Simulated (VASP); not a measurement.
# Ge (Cmcm) in VASP: settings compared

Aim: see how the results for Ge move with the level of theory and the settings. Levels: rSCAN, r2SCAN+rVV10, r2SCAN. Tasks: relaxation of cell and atoms, relaxation of the atoms, single point.

Program: VASP 6.6.1. These are calculated values, not measurements. Logs are shortened: lines on timing, memory, paths and dates and some standing lists are left out, and cuts for length are marked.

## (1) Starting point

It takes space group Cmcm (No. 63, orthorhombic). Conventional cell: a = 2.976 Å, b = 5.189 Å, c = 4.728 Å, α = 90.00°, β = 90.00°, γ = 90.00°. Ge (site symmetry m2m) has 12 Ge at 2.92 to 2.99 Å as nearest neighbours.

This isn't the form of Ge at room conditions, which is diamond.

## (2) Relaxation of cell and atoms, rSCAN

The input, INCAR:

```
SYSTEM = Ge
PREC = Accurate
ENCUT = 600
EDIFF = 1E-7
ISMEAR = 0
SIGMA = 0.05
LREAL = .FALSE.
LASPH = .TRUE.
NELM = 60
ALGO = Normal
ISIF = 3
LWAVE = .FALSE.
LCHARG = .FALSE.
METAGGA = RSCAN
LMIXTAU = .TRUE.
IBRION = 2
NSW = 40
EDIFFG = -0.02
```

The input, KPOINTS:

```
Automatic mesh
0
G
  10 10 6
  0 0 0
```

The input, POSCAR:

```
Ge
1.0
    1.4880529250     -2.5946896100      0.0000000000
    1.4880529250      2.5946896100      0.0000000000
    0.0000000000      0.0000000000      4.7275957900
Ge
2
Direct
    0.3334466300      0.6665533700      0.2500000000
    0.6665533700      0.3334466300      0.7500000000
```

Potentials or basis: VASP PAW PBE potentials, release 64 (Ge_d).

Launch:

```sh
$ cat potpaw_PBE.64/Ge_d/POTCAR > POTCAR
$ mpirun -np 1 vasp_std > vasp.out
```

OUTCAR:

```text
SYSTEM = Ge
   PREC = Accurate
   ENCUT = 600
   EDIFF = 1E-7
   ISMEAR = 0
   LREAL = .FALSE.
   LASPH = .TRUE.
   NELM = 60
   ISIF = 3
   METAGGA = RSCAN
   IBRION = 2
   NSW = 40
   EDIFFG = -0.02

 ion  position               nearest neighbor table
   1  0.333  0.667  0.250-
   2  0.667  0.333  0.750-

  LATTYP: Found a base centered orthorhombic cell.
 ALAT       =     2.9761058500
 B/A-ratio  =     1.7436809984
 C/A-ratio  =     1.5885173540

  Lattice vectors:

 A1 = (   1.4880529250,  -2.5946896100,   0.0000000000)
 A2 = (   1.4880529250,   2.5946896100,   0.0000000000)
 A3 = (   0.0000000000,   0.0000000000,   4.7275957900)

Analysis of symmetry for initial positions (statically):
=====================================================================
 Subroutine PRICEL returns:
 Original cell was already a primitive cell.

 Routine SETGRP: Setting up the symmetry group for a
 base centered orthorhombic supercell.

 Subroutine GETGRP returns: Found  8 space group operations
 (whereof  4 operations were pure point group operations)
 out of a pool of  8 trial point group operations.

The static configuration has the point symmetry C_2h.
 The point group associated with its full space group is D_2h.

Analysis of symmetry for dynamics (positions and initial velocities):
=====================================================================
 Subroutine PRICEL returns:
 Original cell was already a primitive cell.

 Routine SETGRP: Setting up the symmetry group for a
 base centered orthorhombic supercell.

 Subroutine GETGRP returns: Found  8 space group operations
 (whereof  4 operations were pure point group operations)
 out of a pool of  8 trial point group operations.

The dynamic configuration has the point symmetry C_2h.
 The point group associated with its full space group is D_2h.

 Subroutine INISYM returns: Found  8 space group operations
 (whereof  4 operations are pure point group operations),
 and found     1 'primitive' translations

----------------------------------------------------------------------------------------

                                     Primitive cell

  volume of cell :      36.5068

  direct lattice vectors                    reciprocal lattice vectors
[... 96 lines left out ...]
   TEBEG  =    0.0;   TEEND  =   0.0 temperature during run
   PSTRESS=    0.0 pullay stress
   NELECT =      28.0000    total number of electrons
   NUPDOWN=      -1.0000    fix difference up-down
   EMIN   =  10.00;   EMAX   =-10.00  energy-range for DOS
   EFERMI =   0.00;   METHOD = LEGACY
   ISMEAR =     0;   SIGMA  =   0.05  broadening in eV -4-tet -1-fermi 0-gaus
   EFERMI_NEDOS =   21; number of points for ismear=-14 and -15
   IALGO  =     38    algorithm
   IMIX   =      4    mixing-type and parameters
     AMIX     =   0.40;   BMIX     =  1.00
     AMIX_MAG =   1.60;   BMIX_MAG =  1.00
  volume/ion in A,a.u.               =      18.25       123.18
  Fermi-wavevector in a.u.,A,eV,Ry     =   1.498544  2.831837 30.553703  2.245634
  Thomas-Fermi vector in A             =   2.610289
   LORBIT       =      0    0 simple, 1 ext, 2 COOP (PROOUT), +10 PAW based schemes
   METAGGA = RSCAN    functional components
   LHFCALC =     F    Hartree Fock is set to
   AEXX    =    0.0000 exact exchange contribution
   IVDW    =     0    specifies the selected vdW correction
   LEPSILON=     F    determine dielectric tensor
   LRPA    =     F    only Hartree local field effects (RPA)
 conjugate gradient relaxation of ions
 non-spin polarized calculation
 Gauss-broadening in eV      SIGMA  =   0.05
  energy-cutoff  :      600.00
  volume of cell :       36.51
 maximum number of plane-waves:      1237
   NGX = 11   NGY = 11   NGZ = 19

--------------------------------------- Ionic step        1  -------------------------------------------

 number of electron      27.9999997 magnetization

 Free energy of the ion-electron system (eV)
  ---------------------------------------------------
  ext. energy  EPLUGINS =         0.00000000
  ---------------------------------------------------
  free energy    TOTEN  =       -44.21891856 eV

  energy without entropy =      -44.21675151  energy(sigma->0) =      -44.21783504

------------------------ aborting loop because EDIFF is reached ----------------------------------------

  FORCE on cell =-STRESS in cart. coord.  units (eV):
  Direction    XX          YY          ZZ          XY          YZ          ZX
  --------------------------------------------------------------------------------------
  -------------------------------------------------------------------------------------
  Total        0.2153329      0.4360299      0.8716670      0.0000000      0.0000000      0.0000000
  in kB        9.4503274     19.1360691     38.2549014      0.0000000      0.0000000      0.0000000
  external PRESSURE =      22.2804326 kB  Pullay stress =       0.0000000 kB
[... 167 lines left out ...]
--------------------------------------- Ionic step        6  -------------------------------------------

 number of electron      28.0000013 magnetization

 Free energy of the ion-electron system (eV)
  ---------------------------------------------------
  ext. energy  EPLUGINS =         0.00000000
  ---------------------------------------------------
  free energy    TOTEN  =       -44.23386311 eV

  energy without entropy =      -44.23319042  energy(sigma->0) =      -44.23352676

 E-fermi :   6.6629     XC(G=0): -12.4986

 val. band max:        6.6158318720   @ k =  -0.4000   0.2000   0.3333
 cond. band min:       6.6903801895   @ k =   0.4000   0.3000   0.0000
 fundamental gap:      0.0745483175
 Fermi energy:         6.6628937236

 k-point     1 :       0.0000    0.0000    0.0000
  band No.  band energies     occupation
      1     -18.8540      2.00000
      2     -18.8475      2.00000
      3     -18.8473      2.00000
      4     -18.8393      2.00000
      5     -18.8371      2.00000
      6     -18.8296      2.00000
[... 481 lines left out ...]
      5     -18.8110      2.00000
      6     -18.7965      2.00000
[... 10 lines left out ...]
     17       8.0000      0.00000
     18       8.5558      0.00000

 [... further k-points ...]

------------------------ aborting loop because EDIFF is reached ----------------------------------------

  FORCE on cell =-STRESS in cart. coord.  units (eV):
  Direction    XX          YY          ZZ          XY          YZ          ZX
  --------------------------------------------------------------------------------------
  -------------------------------------------------------------------------------------
  Total       -0.0374507      0.0157205      0.0274342      0.0000000      0.0000000      0.0000000
  in kB       -1.6001041      0.6716671      1.1721402      0.0000000      0.0000000      0.0000000
  external PRESSURE =       0.0812344 kB  Pullay stress =       0.0000000 kB
[... 17 lines left out ...]
  FREE ENERGIE OF THE ION-ELECTRON SYSTEM (eV)
  ---------------------------------------------------
  free  energy   TOTEN  =       -44.2338631089 eV

  energy  without entropy=      -44.2331904167  energy(sigma->0) =      -44.23352676

 reached required accuracy - stopping structural energy minimisation
```

Wall time 17 min (1 thread of Intel Xeon Platinum 8259CL at 2.50GHz (Skylake/Cascade Lake), shared host); peak memory 0.23 GiB.

Results:

```yaml
Free_energy: -44.2339 eV
Relaxed_volume: 18.75 Å³/atom
Relaxed_cell: a = 3.002 Å, b = 3.002 Å, c = 4.851 Å, α = 90.00°, β = 90.00°, γ = 120.91°
Space_group_after_relaxing_to_0.05_Å: Cmcm (No. 63)
Energy_gained_by_relaxing: 7.5 meV/atom
Ionic_steps: 6
Pressure_after_relaxing: 0.0 GPa
Largest_force_after_relaxing: 0.006 eV/Å
Band_gap_on_the_k_mesh: none (metal or under the smearing width)
```

Forces on the atoms (eV/Å):
```
Ge   0.000 -0.006  0.000
Ge   0.000  0.006  0.000
```

The path:
```tsv
step	energy change (eV)	largest force (eV/Å)	pressure (GPa)	volume (Å³)
1	0.0000	0.0083	2.23	36.51
2	-0.0121	0.0060	-0.43	37.86
3	-0.0121	0.0054	-0.45	37.87
4	-0.0145	0.0029	-0.45	37.79
5	-0.0145	0.0050	-0.43	37.78
6	-0.0149	0.0058	0.01	37.50
```

Final structure:
```cif
data_structure
_symmetry_space_group_name_H-M 'P 1'
_symmetry_Int_Tables_number 1
_cell_length_a 3.0017
_cell_length_b 3.0017
_cell_length_c 4.8508
_cell_angle_alpha 90.000
_cell_angle_beta 90.000
_cell_angle_gamma 120.907
_cell_volume 37.50
loop_
_atom_site_label
_atom_site_type_symbol
_atom_site_fract_x
_atom_site_fract_y
_atom_site_fract_z
_atom_site_occupancy
Ge1 Ge 0.33346 0.66654 0.25000 1
Ge2 Ge 0.66654 0.33346 0.75000 1
```

Caveat: the PAW data sets were made with another functional, which shifts forces and pressure a little.

## (3) Relaxation of cell and atoms, r2SCAN+rVV10

The input, INCAR:

```
PREC = Accurate
ENCUT = 600
EDIFF = 1E-6
ISMEAR = 0
SIGMA = 0.05
LREAL = F
LASPH = T
NELM = 60
ALGO = Normal
ISIF = 3
LWAVE = F
LCHARG = F
METAGGA = R2SCAN
LMIXTAU = T
LUSE_VDW = T
IVDW_NL = 2
BPARAM = 11.95
CPARAM = 0.0093
IBRION = 2
NSW = 60
EDIFFG = -0.01
```

The input, KPOINTS:

```
Automatic mesh
0
Gamma
  10 10 6
```

POSCAR is that of step 2.

Potentials or basis: VASP PAW PBE potentials, release 64 (Ge_d).

Launch:

```sh
$ cat potpaw_PBE.64/Ge_d/POTCAR > POTCAR
$ mpirun -np 1 vasp_std > vasp.out
```

It took 35 min on 1 thread of Intel Xeon Platinum 8259CL at 2.50GHz (Skylake/Cascade Lake), shared host; peak memory 0.33 GiB.

Results (log left out):

* Free energy: -25.8787 eV
* Relaxed volume: 18.41 Å³/atom
* Relaxed cell: a = 2.983 Å, b = 2.983 Å, c = 4.834 Å, α = 90.00°, β = 90.00°, γ = 121.19°
* Space group after relaxing (to 0.05 Å): Cmcm (No. 63)
* Energy gained by relaxing: 5.5 meV/atom
* Ionic steps: 13
* Pressure after relaxing: 0.0 GPa
* Largest force after relaxing: 0.004 eV/Å
* Band gap on the k mesh: none (metal or under the smearing width)

Forces on the atoms (eV/Å):
```
Ge   0.000 -0.004  0.000
Ge   0.000  0.004  0.000
```

The path:
```csv
step,energy change (eV),largest force (eV/Å),pressure (GPa),volume (Å³)
1,0.0000,0.0089,1.04,36.51
2,-0.0074,0.0035,-0.37,37.13
3,-0.0080,0.0044,-0.86,37.35
4,-0.0100,0.0014,-0.56,37.08
5,-0.0101,0.0020,-0.60,37.11
6,-0.0109,0.0044,0.19,36.71
7,-0.0110,0.0038,0.07,36.77
8,-0.0109,0.0038,0.10,36.78
9,-0.0107,0.0027,-0.25,36.95
10,-0.0109,0.0036,0.02,36.80
11,-0.0109,0.0036,0.04,36.79
12,-0.0110,0.0030,-0.12,36.81
13,-0.0110,0.0040,0.01,36.81
```

Final structure:
```cif
data_structure
_symmetry_space_group_name_H-M 'P 1'
_symmetry_Int_Tables_number 1
_cell_length_a 2.9835
_cell_length_b 2.9835
_cell_length_c 4.8343
_cell_angle_alpha 90.000
_cell_angle_beta 90.000
_cell_angle_gamma 121.189
_cell_volume 36.81
loop_
_atom_site_label
_atom_site_type_symbol
_atom_site_fract_x
_atom_site_fract_y
_atom_site_fract_z
_atom_site_occupancy
Ge1 Ge 0.33338 0.66662 0.25000 1
Ge2 Ge 0.66662 0.33338 0.75000 1
```

Levels at points of the mesh, in eV from the Fermi level:
```csv
k point,band 10,band 11,band 12,band 13,band 14,band 15,band 16,band 17,band 18
"(0.00, 0.00, 0.00)",-25.34,-14.07,-8.24,-5.99,7.11,7.57,9.16,9.67,9.97
"(0.50, 0.00, 0.00)",-25.33,-8.65,-7.34,-2.54,-1.70,-0.97,1.51,2.64,6.93
"(0.50, 0.50, 0.00)",-25.33,-8.94,-7.49,-2.71,-1.79,-1.23,1.40,3.24,7.47
"(0.00, 0.00, 0.50)",-25.36,-12.38,-12.38,1.40,1.40,8.24,8.24,8.70,8.70
"(0.50, 0.00, 0.50)",-25.33,-7.17,-7.17,-5.23,-5.23,4.29,4.29,5.03,5.03
"(0.50, 0.50, 0.50)",-25.33,-7.47,-7.47,-5.32,-5.32,4.90,4.90,5.03,5.03
```

Caveat: the PAW data sets were made with another functional, which shifts forces and pressure a little.

## (4) Relaxation of the atoms, r2SCAN (atoms moved at random, drawn with an rms of 0.1 Å)

The input, run.py:

```python
from ase.calculators.vasp import Vasp
from ase.io import read
from ase.optimize import BFGS

atoms = read('POSCAR')
calc = Vasp(
    directory='calc',
    xc='r2scan',
    pp='PBE',
    setups='recommended',
    prec='Accurate',
    encut=520,
    ediff=1e-06,
    ismear=0,
    sigma=0.05,
    lreal=False,
    lasph=True,
    nelm=100,
    algo='Normal',
    isif=2,
    lwave=True,
    lcharg=False,
    lmixtau=True,
    kpts=[7, 7, 5],
    gamma=True,
)
atoms.calc = calc
opt = BFGS(atoms, trajectory='relax.traj')
converged = opt.run(fmax=0.02, steps=40)
print('converged:', converged)

print('energy (eV):', atoms.get_potential_energy())
print('free energy (eV):', atoms.get_potential_energy(force_consistent=True))
print('forces (eV/A):')
print(atoms.get_forces())
print('stress (eV/A^3, Voigt):', atoms.get_stress())
print('Fermi level (eV):', calc.get_fermi_level())
print('cell (A, degrees):', atoms.cell.cellpar())
print('volume (A^3):', atoms.get_volume())
print('scaled positions:')
print(atoms.get_scaled_positions())
```

The input, POSCAR:

```
Ge
1.0
    1.4880529250     -2.5946896100      0.0000000000
    1.4880529250      2.5946896100      0.0000000000
    0.0000000000      0.0000000000      4.7275957900
Ge
2
Direct
    0.3592940000      0.6730280000      0.2256240000
    0.6679590000      0.3129580000      0.7530700000
```

Launch:

```sh
$ python run.py
```

It took 10 min on 1 thread of Intel Xeon Platinum 8259CL at 2.50GHz (Skylake/Cascade Lake), shared host; peak memory 0.2 GiB.

It converged, with:

```
Free energy                  : -26.5440 eV
Energy gained by relaxing    : 10.9 meV/atom
Ionic steps                  : 4
Pressure after relaxing      : 1.9 GPa
Largest force after relaxing : 0.014 eV/Å
Band gap on the k mesh       : none (metal or under the smearing width)
```

Forces in eV/Å, atoms in the order of the input:
```
Ge  -0.004 -0.001  0.013
Ge   0.004  0.001 -0.013
```

Stress tensor (GPa, compression positive):
```
1.99 0.16 0.13
0.16 2.01 0.01
0.13 0.01 1.59
```

Step by step:
| step | energy change (eV) | largest force (eV/Å) | pressure (GPa) |
| --- | --- | --- | --- |
| 1 | 0.0000 | 0.3787 | 2.56 |
| 2 | -0.0038 | 0.3374 | 2.42 |
| 3 | -0.0209 | 0.0735 | 1.89 |
| 4 | -0.0219 | 0.0138 | 1.86 |

Final structure:
```cif
data_structure
_symmetry_space_group_name_H-M 'P 1'
_symmetry_Int_Tables_number 1
_cell_length_a 2.9911
_cell_length_b 2.9911
_cell_length_c 4.7276
_cell_angle_alpha 90.000
_cell_angle_beta 90.000
_cell_angle_gamma 120.332
_cell_volume 36.51
loop_
_atom_site_label
_atom_site_type_symbol
_atom_site_fract_x
_atom_site_fract_y
_atom_site_fract_z
_atom_site_occupancy
Ge1 Ge 0.35905 0.67265 0.23871 1
Ge2 Ge 0.66820 0.31334 0.73998 1
```

Levels at points of the mesh, in eV from the Fermi level:
| k point | band 10 | band 11 | band 12 | band 13 | band 14 | band 15 | band 16 | band 17 | band 18 |
| --- | --- | --- | --- | --- | --- | --- | --- | --- | --- |
| (0.00, 0.00, 0.00) | -25.33 | -14.11 | -7.83 | -5.89 | 6.84 | 7.15 | 8.98 | 9.43 | 10.68 |

Caveat: the PAW data sets were made with another functional, which shifts forces and pressure a little.

## (5) Single point, r2SCAN

The input, INCAR:

```
ALGO = Normal
EDIFF = 1E-7
ENCUT = 520
ISIF = 2
ISMEAR = -1
LASPH = T
LCHARG = T
LELF = T
LMIXTAU = T
LREAL = F
LVHAR = T
LWAVE = F
METAGGA = R2SCAN
NBANDS = 21
NELM = 100
PREC = Accurate
SIGMA = 0.05
```

The input, KPOINTS:

```
k-points
0
Gamma
  10 10 6
```

The input, POSCAR:

```
Ge
1.0
    1.4880529250     -2.5946896100      0.0000000000
    1.4880529250      2.5946896100      0.0000000000
    0.0000000000      0.0000000000      4.7275957900
Ge
2
Direct
    0.3334466300      0.6665533700      0.2500000000
    0.6665533700      0.3334466300      0.7500000000
```

Launch:

```sh
$ cat potpaw_PBE.64/Ge_d/POTCAR > POTCAR
$ mpirun -np 1 vasp_std > vasp.out
```

Run time: 4.5 min. Hardware: 1 thread of Intel Xeon Platinum 8259CL at 2.50GHz (Skylake/Cascade Lake), shared host; peak memory 0.21 GiB.

It converged, with:

```yaml
Free_energy: -26.6098 eV
Pressure: 1.9 GPa
Band_gap_on_the_k_mesh: none (metal or under the smearing width)
```

Stress tensor (GPa, compression positive):
```
0.79 0.00 0.00
0.00 1.16 0.00
0.00 0.00 3.83
```

Levels at points of the mesh, in eV from the Fermi level:
```csv
k point,band 10,band 11,band 12,band 13,band 14,band 15,band 16,band 17,band 18,band 19
"(0.00, 0.00, 0.00)",-25.27,-14.05,-7.77,-5.83,6.99,7.11,9.21,9.33,10.73,12.15
"(0.50, 0.00, 0.00)",-25.26,-8.82,-7.41,-2.25,-1.33,-0.97,1.60,2.57,6.88,7.64
"(0.50, 0.50, 0.00)",-25.26,-8.89,-7.45,-2.29,-1.36,-1.04,1.56,2.73,7.03,7.80
"(0.00, 0.00, 0.50)",-25.30,-12.28,-12.28,2.04,2.04,8.21,8.21,8.33,8.33,13.51
"(0.50, 0.00, 0.50)",-25.27,-7.25,-7.25,-5.20,-5.20,4.33,4.33,5.39,5.39,9.27
"(0.50, 0.50, 0.50)",-25.27,-7.33,-7.33,-5.23,-5.23,4.49,4.49,5.41,5.41,9.35
```

Caveat: the PAW data sets were made with another functional, which shifts forces and pressure a little.

## (6) The runs side by side

```csv
task,level,cell,k mesh,cutoff (eV),smearing,optimiser,gap on the mesh (eV),pressure (GPa),relaxed volume (Å³/atom),largest force (eV/Å)
relaxation of cell and atoms,rSCAN,relaxed,10 × 10 × 6,600,gaussian 0.05 eV,-,none,0.0,18.75,0.01
relaxation of cell and atoms,r2SCAN+rVV10,relaxed,10 × 10 × 6,600,gaussian 0.05 eV,-,none,0.0,18.41,-
relaxation of the atoms,r2SCAN,"atoms relaxed from: atoms moved at random, drawn with an rms of 0.1 Å",7 × 7 × 5,520,gaussian 0.05 eV,BFGS,none,1.9,-,0.01
single point,r2SCAN,as given,10 × 10 × 6,520,fermi-dirac 0.05 eV,-,none,1.9,-,-
```

Alike in all rows: potentials or basis VASP PAW PBE potentials, release 64 (Ge_d); no spin polarisation.

Caveats: the PAW data sets were made with another functional, which shifts forces and pressure a little.

Total energies depend on the potentials used, so only differences within one code and one set of settings carry meaning.
